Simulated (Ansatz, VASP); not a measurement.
# One calculation of CoSi, two programs

```
Co Si
1.0
     2.78133    0.00000    0.00000
     0.00000    2.78133    0.00000
     0.00000    0.00000    2.78133
Co Si
1 1
Direct
  0.00000 0.00000 0.00000
  0.50000 0.50000 0.50000
```

Alike in both runs: task single point; functional PBE; k mesh 10 × 10 × 10; occupations fermi-dirac, width 0.05 eV; collinear spin.

```csv
,VASP,Ansatz
version,VASP 6.6.1,Ansatz 0.2.0
potentials or method,"VASP PAW PBE potentials, release 64 (Co, Si), cutoff 520 eV","all-electron LAPW, scalar-relativistic"
```

Ansatz gave:

```
gap on the k mesh at the Fermi level (eV)                     : none
pressure (GPa)                                                : 0.8
net moment per atom (μB)                                      : 0.28
size of the moment on the site where the two differ most (μB) : 0.56
```

Q: Which values does VASP return?

A: gap on the k mesh at the Fermi level (eV): none; pressure (GPa): 0.6; net moment per atom (μB): 0.27; size of the moment on the site where the two differ most (μB): 0.54.

Site moments also hang on the region over which each program counts them. A gap of «none» marks a metal or a gap that the smearing closes. Ansatz ran all-electron here, so the differences hold the error of VASP's frozen core and of both bases.
